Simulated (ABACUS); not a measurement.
# BN (F-43m) in ABACUS: settings compared

Aim: see how the results for BN move with the level of theory and the settings. Levels: BLYP, OLYP. Tasks: single point, relaxation of cell and atoms.

Program: ABACUS 3.10.1. These are calculated values, not measurements. Logs are shortened: lines on timing, memory, paths and dates and some standing lists are left out, and cuts for length are marked.

**Measured values to compare with.**

A printed reference work, monograph reports, for a bulk crystal of BN at 300 K: band gap 6.4 eV (indirect).

The results are compared with them further down.

## 1. The crystal as given

The structure is cubic, space group F-43m (No. 216). Conventional cell: a = 3.626 Å, b = 3.626 Å, c = 3.626 Å, α = 90.00°, β = 90.00°, γ = 90.00°. N (site symmetry -43m) is surrounded by 4 B at 1.57 Å. B (site symmetry -43m) is surrounded by 4 N at 1.57 Å.

The cell is a database's computed one.

## 2. Single point, BLYP

Contents of INPUT:

```
INPUT_PARAMETERS
suffix              BN
calculation         scf
basis_type          pw
pseudo_dir          ./
symmetry            1
dft_functional      GGA_X_B88+GGA_C_LYP
ecutwfc             84
pseudo_rcut         10
nspin               1
nbands              14
ks_solver           dav
smearing_method     fd
smearing_sigma      0.00367493
scf_thr             1e-08
scf_nmax            100
mixing_type         broyden
mixing_beta         0.7
cal_force           1
cal_stress          1
out_chg             1
kpar                4
```

Contents of STRU:

```
ATOMIC_SPECIES
N 14.0070 N.upf
B 10.8100 B.upf

LATTICE_CONSTANT
1.8897261246

LATTICE_VECTORS
0.0000000000 1.8130010000 1.8130010000
1.8130010000 0.0000000000 1.8130010000
1.8130010000 1.8130010000 0.0000000000

ATOMIC_POSITIONS
Direct

N
0.0
1
0.2500000000 0.2500000000 0.2500000000 1 1 1

B
0.0
1
0.0000000000 0.0000000000 0.0000000000 1 1 1
```

Contents of KPT:

```
K_POINTS
0
Gamma
10 10 10 0 0 0
```

Potentials or basis: PseudoDojo NC SR 0.4.1 PBE standard, plane waves.

Started as:

```sh
$ OMP_NUM_THREADS=1 mpirun -np 4 abacus > log
```

running log:

```text
ABACUS v3.10.1

               Atomic-orbital Based Ab-initio Computation at UStc

 ------------------------------------------------------------------------------------

 READING GENERAL INFORMATION
                           global_out_dir = OUT.BN/
                           global_in_card = INPUT
                               pseudo_dir = ./
                              orbital_dir =
                                    DSIZE = 4
                                    GSIZE = 1

 READING UNITCELL INFORMATION
                                    ntype = 2
                  lattice constant (Bohr) = 1.88973
              lattice constant (Angstrom) = 1

 READING ATOM TYPE 1
                               atom label = N
                      L=0, number of zeta = 1
                      L=1, number of zeta = 1
                      L=2, number of zeta = 1
             number of atom for this type = 1

 READING ATOM TYPE 2
                               atom label = B
                      L=0, number of zeta = 1
                      L=1, number of zeta = 1
                      L=2, number of zeta = 1
             number of atom for this type = 1

                        TOTAL ATOM NUMBER = 2
DIRECT COORDINATES
    atom                   x                   y                   z     mag                  vx                  vy                  vz
taud_N1            0.2500000000        0.2500000000        0.2500000000  0.0000        0.0000000000        0.0000000000        0.0000000000
taud_B1            0.0000000000        0.0000000000        0.0000000000  0.0000        0.0000000000        0.0000000000        0.0000000000

                          Volume (Bohr^3) = 80.4305
                             Volume (A^3) = 11.9186

 Lattice vectors: (Cartesian coordinate: in unit of a_0)
                   +0              +1.813              +1.813
               +1.813                  +0              +1.813
               +1.813              +1.813                  +0
 Reciprocal vectors: (Cartesian coordinate: in unit of 2 pi/a_0)
            -0.275786           +0.275786           +0.275786
            +0.275786           -0.275786           +0.275786
            +0.275786           +0.275786           -0.275786
 The esolver type has been set to : ksdft_pw

                PAO radial cut off (Bohr) = 10

 Read in pseudopotential file is N.upf
                     pseudopotential type = NC
          exchange-correlation functional = PBE
                 nonlocal core correction = 1
[... 197 lines left out ...]

 Init Non-Local PseudoPotential table :
 Init Non-Local-Pseudopotential done.

                                     npwx = 1056

 Make real space PAO into reciprocal space.
       max mesh points in Pseudopotential = 1001
     dq(describe PAO in reciprocal space) = 0.01
                                    max q = 1104

 number of pseudo atomic orbitals for N is 2
WARNING: norm of atomic wavefunction # 2 of atomic type N is 0.999999, renormalized

 number of pseudo atomic orbitals for B is 2
WARNING: norm of atomic wavefunction # 2 of atomic type B is 0.999877, renormalized

 -------------------------------------------
 SELF-CONSISTENT
 -------------------------------------------
                                 init_chg = atomic

 PW ALGORITHM --------------- ION=   1  ELEC=   1--------------------------------

 Density error is 0.260253600625
                          Error Threshold = 0.01
----------------------------------------------------------
     Energy           Rydberg                 eV
----------------------------------------------------------
 E_KohnSham     -26.6266499733       -362.2741582890
 E_Harris       -25.5167405106       -347.1730653320
 E_Fermi        1.0644959927         14.4832109994
----------------------------------------------------------
[... 51 lines left out ...]
 Density error is 4.17127540375e-09
                          Error Threshold = 6.38458340859e-09
----------------------------------------------------------
     Energy           Rydberg                 eV
----------------------------------------------------------
 E_KohnSham     -26.6982916309       -363.2488930455
 E_KS(sigma->0) -26.6982916309       -363.2488930455
 E_Harris       -26.6982824248       -363.2487677903
 E_band         2.1699642802         29.5238786666
 E_one_elec     4.5280578308         61.6073873730
 E_Hartree      3.6882086932         50.1806536403
 E_xc           -8.6536953530        -117.7395655563
 E_Ewald        -26.2608628019       -357.2973685026
 E_entropy(-TS) 0.0000000000         0.0000000000
 E_descf        0.0000000000         0.0000000000
 E_exx          0.0000000000         0.0000000000
 E_Fermi        0.9872557759         13.4323039360
----------------------------------------------------------

 charge density convergence is achieved
 final etot is -363.24889305 eV
 EFERMI = 13.432303936 eV

 STATE ENERGY(eV) AND OCCUPATIONS    NSPIN == 1
 1/12 kpoint (Cartesian) = 0.0000 0.0000 0.0000 (1037 pws)
       1       -8.53812     0.00200000
       2        11.4274     0.00200000
       3        11.4274     0.00200000
       4        11.4274     0.00200000
       5        20.3873    7.76802e-64
       6        20.3873    7.76802e-64
       7        20.3873    7.76802e-64
       8        21.9206    3.73790e-77
       9        36.3452        0.00000
      10        39.6450        0.00000
      11        39.6450        0.00000
      12        40.1875        0.00000
      13        40.1875        0.00000
      14        40.1875        0.00000
[... 66 lines left out ...]
       1       -4.42904     0.00800000
       2        1.00866     0.00800000
       3        9.52258     0.00800000
       4        9.52258     0.00800000
       5        21.7191    8.41573e-75
       6        22.3138    5.74968e-80
       7        22.3138    5.74968e-80
       8        26.8634        0.00000
       9        35.0958        0.00000
      10        38.2232        0.00000
      11        38.5430        0.00000
      12        38.5430        0.00000
      13        46.8567        0.00000
      14        46.8567        0.00000

[... levels at 6 further k points ...]

------------------------------------------------------------------------------------------
 TOTAL-FORCE (eV/Angstrom)
------------------------------------------------------------------------------------------
                        N1         0.0000000000         0.0000000000         0.0000000000
                        B1         0.0000000000         0.0000000000         0.0000000000
------------------------------------------------------------------------------------------

----------------------------------------------------------------
 TOTAL-STRESS (KBAR)
----------------------------------------------------------------
       100.6576635539         0.0000000000         0.0000000000
         0.0000000000       100.6576635539        -0.0000000000
         0.0000000000        -0.0000000000       100.6576635539
----------------------------------------------------------------
 TOTAL-PRESSURE: 100.657664 KBAR

 --------------------------------------------
 !FINAL_ETOT_IS -363.2488930455480727 eV
 --------------------------------------------
```

stdout:

```text
ABACUS v3.10.1

               Atomic-orbital Based Ab-initio Computation at UStc

 dft_functional readin is: GGA_X_B88+GGA_C_LYP
 dft_functional in pseudopot file is: PBE
 Please make sure this is what you need
 dft_functional readin is: GGA_X_B88+GGA_C_LYP
[... 30 lines left out ...]
 DA6     -3.63248893e+02  -1.14592682e-06   4.1713e-09   0.42
----------------------------------------------------------------
 TOTAL-STRESS (KBAR)
----------------------------------------------------------------
       100.6576635539         0.0000000000         0.0000000000
         0.0000000000       100.6576635539        -0.0000000000
         0.0000000000        -0.0000000000       100.6576635539
----------------------------------------------------------------
 TOTAL-PRESSURE: 100.657664 KBAR
```

Wall time 3 s (4 MPI ranks of Intel Xeon Platinum 8488C (Sapphire Rapids), shared host); peak memory 0.24 GiB.

What came out:

```yaml
Free_energy: -363.2489 eV
Pressure: 10.1 GPa
Band_gap_on_the_k_mesh: 4.88 eV, indirect (least direct gap 8.96 eV)
```

Levels at points of the mesh, in eV from the valence-band top:
| k point | band 2 | band 3 | band 4 | band 5 | band 6 | band 7 |
| --- | --- | --- | --- | --- | --- | --- |
| (0.00, 0.00, 0.00) | 0.00 | 0.00 | 0.00 | 8.96 | 8.96 | 8.96 |
| (0.50, 0.50, 0.50) | -10.42 | -1.90 | -1.90 | 10.29 | 10.89 | 10.89 |
| (0.50, 0.50, 0.00) | -8.71 | -4.79 | -4.79 | 4.88 | 9.55 | 17.83 |

Caveat: the potentials were made for another functional, which shifts forces and pressure.

## 3. Relaxation of cell and atoms, BLYP

Edit INPUT of step 2 so:

```diff
@@ -2,5 +2,6 @@
 suffix              BN
-calculation         scf
+calculation         cell-relax
 basis_type          pw
 pseudo_dir          ./
+latname             fcc
 symmetry            1
@@ -10,3 +11,3 @@
 nspin               1
-nbands              14
+nbands              8
 ks_solver           dav
@@ -20,3 +21,7 @@
 cal_stress          1
-out_chg             1
+relax_nmax          60
+force_thr_ev        0.01
+relax_method        cg
+out_stru            1
+stress_thr          0.5
 kpar                4
```

Contents of STRU:

```
ATOMIC_SPECIES
N 14.0070 N.upf
B 10.8100 B.upf

LATTICE_CONSTANT
6.8521507073

ATOMIC_POSITIONS
Direct

N
0.0
1
0.7500000000 0.7500000000 0.7500000000 1 1 1

B
0.0
1
0.0000000000 0.0000000000 0.0000000000 1 1 1
```

KPT is that of step 2.

Potentials or basis: PseudoDojo NC SR 0.4.1 PBE standard, plane waves.

Started as:

```sh
$ OMP_NUM_THREADS=1 mpirun -np 4 abacus > log
```

Run time: 5.1 s. Hardware: 4 MPI ranks of Intel Xeon Platinum 8488C (Sapphire Rapids), shared host; peak memory 0.36 GiB.

Results (log left out):

- Free energy: -363.2591 eV
- Relaxed volume: 6.13 Å³/atom
- Relaxed cell: a = 2.588 Å, b = 2.588 Å, c = 2.588 Å, α = 60.00°, β = 60.00°, γ = 60.00°
- Space group after relaxing (to 0.05 Å): F-43m (No. 216)
- Energy gained by relaxing: 5.1 meV/atom
- Ionic steps: 3
- Pressure after relaxing: 0.0 GPa
- Band gap on the k mesh: 4.84 eV, indirect (least direct gap 8.82 eV)

Step by step:
| step | energy change (eV) | largest force (eV/Å) | pressure (GPa) | volume (Å³) |
| --- | --- | --- | --- | --- |
| 1 | 0.0000 | 0.0000 | 10.06 | 11.92 |
| 2 | 0.0002 | 0.0000 | -9.28 | 12.60 |
| 3 | -0.0102 | 0.0000 | -0.04 | 12.25 |

Final structure:
```cif
data_structure
_symmetry_space_group_name_H-M 'P 1'
_symmetry_Int_Tables_number 1
_cell_length_a 2.5877
_cell_length_b 2.5877
_cell_length_c 2.5877
_cell_angle_alpha 60.000
_cell_angle_beta 60.000
_cell_angle_gamma 60.000
_cell_volume 12.25
loop_
_atom_site_label
_atom_site_type_symbol
_atom_site_fract_x
_atom_site_fract_y
_atom_site_fract_z
_atom_site_occupancy
N1 N 0.75000 0.75000 0.75000 1
B1 B 0.00000 0.00000 0.00000 1
```

Levels at points of the mesh, in eV from the valence-band top:
| k point | band 2 | band 3 | band 4 |
| --- | --- | --- | --- |
| (0.00, 0.00, 0.00) | 0.00 | 0.00 | 0.00 |
| (0.50, 0.50, 0.50) | -10.18 | -1.85 | -1.85 |
| (0.50, 0.50, 0.00) | -8.54 | -4.66 | -4.66 |

Caveat: the potentials were made for another functional, which shifts forces and pressure.

## 4. Single point, OLYP

Contents of INPUT:

```
INPUT_PARAMETERS
suffix              BN
calculation         scf
basis_type          pw
pseudo_dir          ./
symmetry            1
dft_functional      GGA_X_OPTX+GGA_C_LYP
ecutwfc             84
pseudo_rcut         10
nspin               1
nbands              14
ks_solver           dav
smearing_method     fd
smearing_sigma      0.00367493
scf_thr             1e-08
scf_nmax            100
mixing_type         broyden
mixing_beta         0.7
cal_force           1
cal_stress          1
out_chg             1
kpar                4
```

Contents of STRU:

```
ATOMIC_SPECIES
N 14.0070 N.upf
B 10.8100 B.upf

LATTICE_CONSTANT
1.8897261246

LATTICE_VECTORS
0.0000000000 1.8130010000 1.8130010000
1.8130010000 0.0000000000 1.8130010000
1.8130010000 1.8130010000 0.0000000000

ATOMIC_POSITIONS
Direct

N
0.0
1
0.2500000000 0.2500000000 0.2500000000 1 1 1

B
0.0
1
0.0000000000 0.0000000000 0.0000000000 1 1 1
```

KPT is that of step 3.

Potentials or basis: PseudoDojo NC SR 0.5 PBE stringent, plane waves.

Started as:

```sh
$ OMP_NUM_THREADS=1 mpirun -np 4 abacus > log
```

It took 3.4 s on 4 MPI ranks of Intel Xeon Platinum 8488C (Sapphire Rapids), shared host; peak memory 0.24 GiB.

The run converged. Its results:

```
Free energy            : -364.7398 eV
Pressure               : -10.3 GPa
Band gap on the k mesh : 4.73 eV, indirect (least direct gap 8.88 eV)
```

Levels at points of the mesh, in eV from the valence-band top:
```tsv
k point	band 1	band 2	band 3	band 4	band 5	band 6	band 7	band 8	band 9
(0.00, 0.00, 0.00)	-20.04	0.00	0.00	0.00	8.88	8.88	8.88	10.38	24.97
(0.50, 0.50, 0.50)	-15.90	-10.50	-1.92	-1.92	10.20	10.80	10.80	15.34	23.72
(0.50, 0.50, 0.00)	-14.56	-8.78	-4.83	-4.83	4.73	9.48	17.79	17.79	20.80
```

Caveat: the potentials were made for another functional, which shifts forces and pressure.

[end of part 1 of 2]
